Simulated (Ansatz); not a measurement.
## Polymorphs of Be5Te2

The calculation used DFT PBE, scalar-relativistic, plane waves, PAW in Ansatz 0.2.0. Settings: cutoff 420 eV, Γ-centred meshes spaced at most about 0.3 Å⁻¹, and about 0.25 Å⁻¹ or finer for metals (2π included), Gaussian smearing. No spin polarisation.

Formation energies are uncorrected and refer to the elements' standard structures at the same level.

These are static total energies at zero pressure. The comparison covers the computed candidates alone. For metals, differences of a few meV/atom aren't resolved. These runs have no spin–orbit coupling, which can matter for Te. The reference form of Te is held partly by dispersion forces, which this level lacks.

Invented guesses were relaxed alike, and ends that match in structure were merged. ΔE counts from the first row. Coordination counts Be atoms around Te (those within 1.25 times the shortest such distance or 1.15 times the sum of covalent radii, 1.27 where that leaves under three; a plus sign parts nearer from farther groups; a slash parts the counts of unlike sites). The ends were matched against large subsets of the Crystallography Open Database and the Materials Project, so a missing match doesn't prove that a structure is unreported.

| # | reached from | type and space group | atoms | Å³/atom | coordination | ΔE (meV/atom) | gap on mesh (eV) | in databases |
| --- | --- | --- | --- | --- | --- | --- | --- | --- |
| 1 | a relaxed cell, shaken at random and relaxed again | C2 (No. 5) | 7 | 17.7 | Te 4 | 0 | 0.00 | no match |
| 2 | a cell proposed by chemical analogy | P3m1 (No. 156) | 7 | 16.6 | Te 3+1/4+1 | 2 | 0.00 | no match |
| 3 | random cell | R-3m (No. 166) | 7 | 16.1 | Te 6 | 19 | 0.00 | no match |
| 4 | a cell proposed by chemical analogy | P-3m1 (No. 164) | 7 | 17.8 | Te 4+1 | 32 | 0.00 | no match |
| 5 | a cell proposed by chemical analogy | R-3m (No. 166) | 7 | 18.0 | Te 3+1 | 123 | 0.00 | no match |

The first two are tied within the noise. The first: Space group C2 (No. 5), monoclinic, a = 7.643 Å, b = 3.988 Å, c = 8.951 Å, β = 114.4°. Be on a site of symmetry 2 has 8 Be at 2.19–2.33 Å and 2 Te at 2.55 Å; Be on a site of symmetry 1 has 7 Be at 2.13–2.35 Å and 1 Te at 2.49 Å; Be on a second site of symmetry 1 is surrounded by 6 Be at 2.14–2.35 Å and 2 Te at 2.46–2.50 Å; around Te lie 4 Be at 2.46–2.55 Å. Its energy over the elements is +0.16 eV/atom. It can't be a ground state, since the elements alone are lower. An observed structure of this formula, if there is one, may be missing.

```cif
data_structure
_symmetry_space_group_name_H-M 'C2'
_symmetry_Int_Tables_number 5
_cell_length_a 7.6432
_cell_length_b 3.9879
_cell_length_c 8.9514
_cell_angle_alpha 90.000
_cell_angle_beta 114.436
_cell_angle_gamma 90.000
_cell_volume 248.40
loop_
_atom_site_label
_atom_site_type_symbol
_atom_site_symmetry_multiplicity
_atom_site_Wyckoff_symbol
_atom_site_fract_x
_atom_site_fract_y
_atom_site_fract_z
_atom_site_occupancy
Be1 Be 2 a 0.00000 0.00094 0.00000 1
Be2 Be 4 c 0.23783 0.79149 0.95422 1
Be3 Be 4 c 0.97580 0.48223 0.87313 1
Te1 Te 4 c 0.95892 0.97602 0.70226 1
```

The second: Space group P3m1 (No. 156), trigonal, a = 3.832 Å, c = 9.152 Å. Be on its first site is surrounded by 7 Be at 2.19–2.26 Å; Be on its second site has 1 Be at 2.19 Å, 3 Te at 2.44 Å and 3 Be at 2.82 Å; Be on its third site is surrounded by 6 Be at 2.25–2.26 Å, 1 Te at 2.77 Å and 3 Be at 2.82 Å; around Te on its first site lie 3 Be at 2.38 Å and 1 Be at 2.61 Å; 3 more sites not described. Counting Be atoms around Te, the first has Te 4 and the second has Te 3+1/4+1. Cells relaxed within their symmetry can be saddle points.

```xyz
7
Lattice="3.8318 0.0000 0.0000 -1.9159 3.3184 0.0000 0.0000 0.0000 9.1517" Properties=species:S:1:pos:R:3 pbc="T T T"
Be    0.0000    0.0000    0.0043
Be    0.0000    0.0000    6.9666
Be    1.9159    1.1061    8.7087
Be    0.0000    2.2123    9.1271
Be    1.9159    1.1061    3.4605
Te    0.0000    2.2123    2.5808
Te    1.9159    1.1061    5.9420
```
